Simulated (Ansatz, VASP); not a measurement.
**Ti: VASP beside Ansatz**

```
Ti
1.0
     2.92205    0.00000    0.00000
    -1.46102    2.53057    0.00000
     0.00000    0.00000    4.63107
Ti
2
Direct
  0.33333 0.66667 0.25000
  0.66667 0.33333 0.75000
```

Alike in both runs: functional PBE; k mesh 20 × 20 × 12; occupations gaussian, width 0.3 eV; no spin polarisation.

Ansatz relaxed the structure, and its values are those at the end. VASP's run is a single point on that final structure, the one shown.

```csv
,VASP,Ansatz
version,VASP 6.6.1,Ansatz 0.2.0
potentials or method,"VASP PAW PBE potentials, release 64 (Ti_sv)","scalar-relativistic, plane waves, PAW"
plane-wave cutoff (eV),520,420
valence electrons in the cell,24,24
```

```tsv
	VASP	Ansatz	Ansatz less VASP
gap on the k mesh at the Fermi level (eV)	none	none	-
pressure (GPa)	1.7	2.0	+0.32
```

A gap of «none» marks a metal or a gap that the smearing closes.
